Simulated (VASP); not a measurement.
# C (Fd-3m) in VASP: a series of runs

Runs on C. Level: LDA. Tasks: single point.

All numbers are computed with VASP 6.6.1; they aren't measurements. Logs are shortened: lines on timing, memory, paths and dates and some standing lists are left out, and cuts for length are marked.

## Step 1: The undisturbed crystal

Symmetry: Fd-3m, No. 227, cubic system. Conventional cell: a = 3.567 Å, b = 3.567 Å, c = 3.567 Å, α = 90.00°, β = 90.00°, γ = 90.00°. C (site symmetry -43m) is surrounded by 4 C at 1.54 Å.

This isn't the form of C at room conditions, which is graphite.

## Step 2: Single point, LDA (grid = ENCUT=400 dk=0.6 cell=3x3x2 ISMEAR=0 SIGMA=0.05 LREAL=Auto EDIFF=1e-06)

INCAR reads:

```
SYSTEM = C
PREC = Accurate
ENCUT = 400
EDIFF = 1E-6
ISMEAR = 0
SIGMA = 0.05
LREAL = Auto
LASPH = .TRUE.
NELM = 120
ALGO = Fast
ISIF = 2
LWAVE = .FALSE.
LCHARG = .FALSE.
NBANDS = 81
NCORE = 1
KPAR = 2
```

KPOINTS reads:

```
Automatic mesh
0
G
  2 2 3
  0 0 0
```

POSCAR reads:

```
C
1.0
    0.0000000000      5.3501100000      5.3501100000
    5.3501100000      0.0000000000      5.3501100000
    3.5667400000      3.5667400000      0.0000000000
C
35
Direct
    0.2500000000      0.2500000000      0.8750000000
    0.2500000000      0.5833333333      0.3750000000
    0.2500000000      0.5833333333      0.8750000000
    0.2500000000      0.9166666667      0.3750000000
    0.2500000000      0.9166666667      0.8750000000
    0.5833333333      0.2500000000      0.3750000000
    0.5833333333      0.2500000000      0.8750000000
    0.5833333333      0.5833333333      0.3750000000
    0.5833333333      0.5833333333      0.8750000000
    0.5833333333      0.9166666667      0.3750000000
    0.5833333333      0.9166666667      0.8750000000
    0.9166666667      0.2500000000      0.3750000000
    0.9166666667      0.2500000000      0.8750000000
    0.9166666667      0.5833333333      0.3750000000
    0.9166666667      0.5833333333      0.8750000000
    0.9166666667      0.9166666667      0.3750000000
    0.9166666667      0.9166666667      0.8750000000
    0.1666666667      0.1666666667      0.2500000000
    0.1666666667      0.1666666667      0.7500000000
    0.1666666667      0.5000000000      0.2500000000
    0.1666666667      0.5000000000      0.7500000000
    0.1666666667      0.8333333333      0.2500000000
    0.1666666667      0.8333333333      0.7500000000
    0.5000000000      0.1666666667      0.2500000000
    0.5000000000      0.1666666667      0.7500000000
    0.5000000000      0.5000000000      0.2500000000
    0.5000000000      0.5000000000      0.7500000000
    0.5000000000      0.8333333333      0.2500000000
    0.5000000000      0.8333333333      0.7500000000
    0.8333333333      0.1666666667      0.2500000000
    0.8333333333      0.1666666667      0.7500000000
    0.8333333333      0.5000000000      0.2500000000
    0.8333333333      0.5000000000      0.7500000000
    0.8333333333      0.8333333333      0.2500000000
    0.8333333333      0.8333333333      0.7500000000
```

Potentials or basis: VASP PAW LDA potentials, release 64 (C).

On the command line:

```console
cat potpaw_LDA.64/C/POTCAR > POTCAR
mpirun -np 4 vasp_std > vasp.out
```

OUTCAR:

```text
SYSTEM = C
   PREC = Accurate
   ENCUT = 400
   EDIFF = 1E-6
   ISMEAR = 0
   LREAL = Auto
   LASPH = .TRUE.
   NELM = 120
   ISIF = 2

 Found      6 irreducible k-points:

 Following reciprocal coordinates:
            Coordinates               Weight
  0.000000  0.000000  0.000000      1.000000
  0.500000  0.000000  0.000000      2.000000
  0.500000  0.500000  0.000000      1.000000
  0.000000  0.000000  0.333333      2.000000
  0.500000  0.000000  0.333333      4.000000
  0.500000  0.500000  0.333333      2.000000
   k-points           NKPTS =      6   k-points in BZ     NKDIM =      6   number of bands    NBANDS=     82
   number of dos      NEDOS =    301   number of ions     NIONS =     35
   total plane-waves  NPLWV =  90000
   dimension x,y,z NGX =    50 NGY =   50 NGZ =   36
   dimension x,y,z NGXF=   100 NGYF=  100 NGZF=   72
   ions per type =              35
   NGX,Y,Z   is equivalent  to a cutoff of  10.99, 10.99, 11.86 a.u.
   NGXF,Y,Z  is equivalent  to a cutoff of  21.97, 21.97, 23.73 a.u.
 SYSTEM =  C
   PREC   = accura    normal or accurate (medium, high low for compatibility)
   ISTART =      0    job   : 0-new  1-cont  2-samecut
   ICHARG =      2    charge: 1-file 2-atom 10-const
   ISPIN  =      1    spin polarized calculation?
   LNONCOLLINEAR =      F non collinear calculations
   LSORBIT =      F    spin-orbit coupling
   LASPH  =      T    aspherical Exc in radial PAW
   ENCUT  =  400.0 eV  29.40 Ry    5.42 a.u.  12.34 12.34  8.23*2*pi/ulx,y,z
   NELM   =    120;   NELMIN=  2; NELMDL= -5     # of ELM steps
   EDIFF  = 0.1E-05   stopping-criterion for ELM
   LREAL  =      T    real-space projection
   EDIFFG = 0.1E-04   stopping-criterion for IOM
   NSW    =      0    number of steps for IOM
   IBRION =     -1    ionic relax: 0-MD 1-quasi-New 2-CG
   NFREE  =      0    steps in history (QN), initial steepest desc. (CG)
   ISIF   =      2    stress and relaxation
   ISYM   =      2    0-nonsym 1-usesym 2-fastsym
   POTIM  = 0.5000    time-step for ionic-motion
   TEBEG  =    0.0;   TEEND  =   0.0 temperature during run
   PSTRESS=    0.0 pullay stress
   NELECT =     140.0000    total number of electrons
   NUPDOWN=      -1.0000    fix difference up-down
   EMIN   =  10.00;   EMAX   =-10.00  energy-range for DOS
   EFERMI =   0.00;   METHOD = LEGACY
   ISMEAR =     0;   SIGMA  =   0.05  broadening in eV -4-tet -1-fermi 0-gaus
   EFERMI_NEDOS =   21; number of points for ismear=-14 and -15
   IALGO  =     68    algorithm
   IMIX   =      4    mixing-type and parameters
     AMIX     =   0.40;   BMIX     =  1.00
     AMIX_MAG =   1.60;   BMIX_MAG =  1.00
  volume/ion in A,a.u.               =       5.83        39.37
  Fermi-wavevector in a.u.,A,eV,Ry     =   1.443583  2.727977 28.353631  2.083933
  Thomas-Fermi vector in A             =   2.561975
   LORBIT       =      0    0 simple, 1 ext, 2 COOP (PROOUT), +10 PAW based schemes
   GGA     = CA    functional components
   LHFCALC =     F    Hartree Fock is set to
   AEXX    =    0.0000 exact exchange contribution
   IVDW    =     0    specifies the selected vdW correction
   LEPSILON=     F    determine dielectric tensor
   LRPA    =     F    only Hartree local field effects (RPA)
 non-spin polarized calculation
 RMM-DIIS sequential band-by-band and
 Gauss-broadening in eV      SIGMA  =   0.05
  energy-cutoff  :      400.00
  volume of cell :      204.19
 maximum number of plane-waves:      3728
 NGX is ok and might be reduce to    50
   NGX = 25   NGY = 25   NGZ = 17

 number of electron     140.0000010 magnetization

 Free energy of the ion-electron system (eV)
  ---------------------------------------------------
  ext. energy  EPLUGINS =         0.00000000
  ---------------------------------------------------
  free energy    TOTEN  =      -347.13023920 eV

  energy without entropy =     -347.12274913  energy(sigma->0) =     -347.12649417

 E-fermi :  10.3423     XC(G=0): -13.3614

 val. band max:       10.0948087768   @ k =   0.5000   0.5000   0.0000
 cond. band min:      10.3661466885   @ k =   0.5000   0.0000   0.3333
 fundamental gap:      0.2713379117
 Fermi energy:        10.3422998719

 k-point     1 :       0.0000    0.0000    0.0000
  band No.  band energies     occupation
      1     -11.8681      2.00000
      2      -9.0699      2.00000
      3      -8.9870      2.00000
      4      -8.8323      2.00000
      5      -8.6194      2.00000
      6      -7.8543      2.00000
[... 74 lines left out ...]
     81      15.3040      0.00000
     82      15.8112      0.00000

 k-point     2 :       0.5000    0.0000    0.0000
  band No.  band energies     occupation
      1     -11.2761      2.00000
      2     -10.9324      2.00000
      3      -9.1663      2.00000
      4      -8.9495      2.00000
      5      -7.2557      2.00000
      6      -7.1819      2.00000
[... 74 lines left out ...]
     81      16.4434      0.00000
     82      16.5052      0.00000

 k-point     3 :       0.5000    0.5000    0.0000
  band No.  band energies     occupation
      1     -11.0164      2.00000
      2     -10.7576      2.00000
      3      -9.9386      2.00000
      4      -9.5526      2.00000
      5      -7.2543      2.00000
      6      -7.1482      2.00000
[... 74 lines left out ...]
     81      16.3331      0.00000
     82      16.4435      0.00000

 k-point     4 :       0.0000    0.0000    0.3333
  band No.  band energies     occupation
      1     -11.1218      2.00000
      2      -9.2950      2.00000
      3      -9.1979      2.00000
      4      -9.0413      2.00000
      5      -8.9444      2.00000
      6      -8.5761      2.00000
[... 74 lines left out ...]
     81      15.9215      0.00000
     82      16.3455      0.00000

 k-point     5 :       0.5000    0.0000    0.3333
  band No.  band energies     occupation
      1     -10.8897      2.00000
      2     -10.0085      2.00000
      3      -9.6663      2.00000
      4      -9.2662      2.00000
      5      -8.8541      2.00000
      6      -7.2809      2.00000
[... 74 lines left out ...]
     81      16.9930      0.00000
     82      17.0886      0.00000

 k-point     6 :       0.5000    0.5000    0.3333
  band No.  band energies     occupation
      1     -11.1245      2.00000
      2      -9.8709      2.00000
      3      -9.2911      2.00000
      4      -9.1964      2.00000
      5      -8.6900      2.00000
      6      -7.2965      2.00000
[... 74 lines left out ...]
     81      17.0102      0.00000
     82      17.2114      0.00000

------------------------ aborting loop because EDIFF is reached ----------------------------------------

  FORCE on cell =-STRESS in cart. coord.  units (eV):
  Direction    XX          YY          ZZ          XY          YZ          ZX
  --------------------------------------------------------------------------------------
  -------------------------------------------------------------------------------------
  Total      -22.2866541    -22.2866541    -22.5136332      0.3126427      0.0081884      0.0081884
  in kB     -174.8753447   -174.8753447   -176.6563684      2.4531948      0.0642513      0.0642511
  external PRESSURE =    -175.4690192 kB  Pullay stress =       0.0000000 kB

 VOLUME and BASIS-vectors are now :
 -----------------------------------------------------------------------------
  energy-cutoff  :      400.00
  volume of cell :      204.19
      direct lattice vectors                 reciprocal lattice vectors
     0.000000000  5.350110000  5.350110000    -0.093456022  0.093456022  0.093456022
     5.350110000  0.000000000  5.350110000     0.093456022 -0.093456022  0.093456022
     3.566740000  3.566740000  0.000000000     0.140184034  0.140184034 -0.140184034

 POSITION                                       TOTAL-FORCE (eV/Angst)
 -----------------------------------------------------------------------------------
      4.45843      4.45843      2.67505        -0.157804     -0.157804      0.709193
      4.45842      2.67505      4.45842        -1.137884      0.390768     -1.122762
      6.24179      4.45843      4.45842        -0.375704      0.834600     -0.950258
      6.24180      2.67505      6.24180         0.651102      0.287544      0.910121
      8.02517      4.45843      6.24180        -0.337775     -0.732806      0.850073
      2.67505      4.45842      4.45842         0.390768     -1.137884     -1.122762
[... 27 lines left out ...]
      5.35011      5.35011      8.91685        -0.019140     -0.019140      0.656398
      7.13348      7.13348      8.91685         0.020465      0.020465     -0.066127
 -----------------------------------------------------------------------------------
    total drift:                               -0.002079     -0.002079      0.001818

  FREE ENERGIE OF THE ION-ELECTRON SYSTEM (eV)
  ---------------------------------------------------
  free  energy   TOTEN  =      -347.1302392016 eV

  energy  without entropy=     -347.1227491331  energy(sigma->0) =     -347.12649417
```

stdout:

```text
POSCAR found type information on POSCAR C
 POSCAR found :  1 types and      35 ions
 scaLAPACK will be used
 LDA part: xc-table for (Slater(with rela. corr.)+CA(PZ))
 , standard interpolation
 -----------------------------------------------------------------------------
|                                                                             |
[... 31 lines left out ...]
|                                                                             |
 -----------------------------------------------------------------------------

 POSCAR, INCAR and KPOINTS ok, starting setup
 FFT: planning ... GRIDC
 FFT: planning ... GRID_SOFT
 FFT: planning ... GRID
 WAVECAR not read
 entering main loop
```

It took 85 s on 4 MPI ranks of Intel Xeon Platinum 8259CL at 2.50GHz (Skylake/Cascade Lake), shared host; peak memory 0.21 GiB.

These settings aren't checked as converged: the numbers below hold their error.

Results:

* Free energy: -347.1302 eV
* Largest force: 3.220 eV/Å
* Band gap on the k mesh: none (metal or under the smearing width)

Caveat: the k mesh is coarse (spacing up to 0.51 Å⁻¹), so the values aren't converged; the cutoff is under 1.25 times the usual one of these potentials, so pressure, stress and relaxed cells hold a basis-set (Pulay) error.

## Step 3: Single point, LDA (grid = ENCUT=340 dk=0.45 cell=3x3x2 ISMEAR=0 SIGMA=0.05 LREAL=Auto EDIFF=1e-06)

INCAR, as its differences from that of step 2:

```diff
@@ -2,3 +2,3 @@
 PREC = Accurate
-ENCUT = 400
+ENCUT = 340
 EDIFF = 1E-6
```

KPOINTS reads:

```
Automatic mesh
0
G
  3 3 4
  0 0 0
```

POSCAR is that of step 2.

Potentials or basis: VASP PAW LDA potentials, release 64 (C).

On the command line:

```console
cat potpaw_LDA.64/C/POTCAR > POTCAR
mpirun -np 4 vasp_std > vasp.out
```

It took 97 s on 4 MPI ranks of Intel Xeon Platinum 8259CL at 2.50GHz (Skylake/Cascade Lake), shared host; peak memory 0.18 GiB.

The run converged, but a check on its numbers failed (symmetry, net force, bounds or a known fault of this set-up), so they aren't taken as properties of the crystal.

Caveat: the k mesh is coarse (spacing up to 0.38 Å⁻¹), so the values aren't converged; the cutoff lies under the usual one of these potentials, so the numbers hold a large basis-set error.

## Step 4: Single point, LDA (grid = ENCUT=400 dk=0.45 cell=3x3x2 ISMEAR=0 SIGMA=0.05 LREAL=False EDIFF=1e-06)

INCAR, as its differences from that of step 3:

```diff
@@ -2,3 +2,3 @@
 PREC = Accurate
-ENCUT = 340
+ENCUT = 400
 EDIFF = 1E-6
@@ -6,3 +6,3 @@
 SIGMA = 0.05
-LREAL = Auto
+LREAL = .FALSE.
 LASPH = .TRUE.
```

KPOINTS is that of step 3.

POSCAR is that of step 3.

On the command line:

```console
cat potpaw_LDA.64/C/POTCAR > POTCAR
mpirun -np 4 vasp_std > vasp.out
```

Wall time 78 s (4 MPI ranks of Intel Xeon Platinum 8259CL at 2.50GHz (Skylake/Cascade Lake), shared host); peak memory 0.21 GiB.

These settings aren't checked as converged: the numbers below hold their error.

What came out:

```yaml
Free_energy: -347.1154 eV
Largest_force: 3.181 eV/Å
Band_gap_on_the_k_mesh: none (metal or under the smearing width)
```

Caveat: the k mesh is coarse (spacing up to 0.38 Å⁻¹), so the values aren't converged; the cutoff is under 1.25 times the usual one of these potentials, so pressure, stress and relaxed cells hold a basis-set (Pulay) error.

## Step 5: For comparison

An earlier run on the cell as given: functional PBE; potentials or basis VASP PAW PBE potentials, release 64 (C); cutoff 520 eV; k mesh 13 × 13 × 13; occupations fermi-dirac, width 0.05 eV; no spin polarisation.

- Pressure: 2.5 GPa
- Band gap on the k mesh: 4.14 eV, indirect (least direct gap 5.59 eV)
